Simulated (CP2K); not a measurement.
Runs of CP2K 2026.2 on LiH. The structure is cubic, space group Fm-3m (No. 225). The conventional cell has a = 4.073 Å, b = 4.073 Å, c = 4.073 Å, α = 90.00°, β = 90.00°, γ = 90.00°. Li (site symmetry m-3m) is surrounded by 6 H at 2.04 Å. Around H (site symmetry m-3m) lie 6 Li at 2.04 Å. 

```csv
task,level,potentials or basis,k mesh,smearing,EPS_DEFAULT,NGRIDS,ADDED_MOS,points a segment of the path (NPOINTS),bands added on the path,gap on the mesh (eV),pressure (GPa)
band structure,LDA,"GTH_POTENTIALS Li GTH-PADE-q3, H GTH-PADE-q1; TZVP-MOLOPT-PBE-GTH basis",11 × 11 × 11,fermi-dirac 0.0259 eV,1.0E-10,5,[10],8,6,(b),-4.0
single point,PBEsol,"POTENTIAL_UZH Li GTH-PBE-q3, H GTH-PBE-q1; TZVP-MOLOPT-PBE-GTH basis",11 × 11 × 11,fermi-dirac 0.05 eV,1.0E-10,5,[10],-,-,3.18,-2.2
band structure,r2SCAN,"POTENTIAL_UZH Li GTH-SCAN-q3, H GTH-SCAN-q1; TZVP-MOLOPT-SCAN-GTH basis",11 × 11 × 11,fermi-dirac 0.0259 eV,1.0E-9,5,[10],6,6,3.94,(a)
single point,BLYP,"GTH_POTENTIALS Li GTH-BLYP-q3, H GTH-BLYP-q1; DZVP-MOLOPT-SR-GTH basis",9 × 9 × 9,fermi-dirac 0.0259 eV,1.0E-9,4,[9],-,-,3.21,-2.6
```

Alike in all rows: no spin polarisation; cell as given.

Question: Estimate the missing entries.

Answer: (a) -1.3; (b) 3.02.

Caveats: the basis of atomic orbitals isn't converged, which shifts pressures, moduli and gaps; the mesh misses the band edges, which the band path finds closer together (some runs); an odd mesh through Γ misses points on the zone boundary, where band edges often lie (some runs); the potentials were made for another functional, which shifts forces and pressure (some runs).

Not every run made on this cell is shown here.
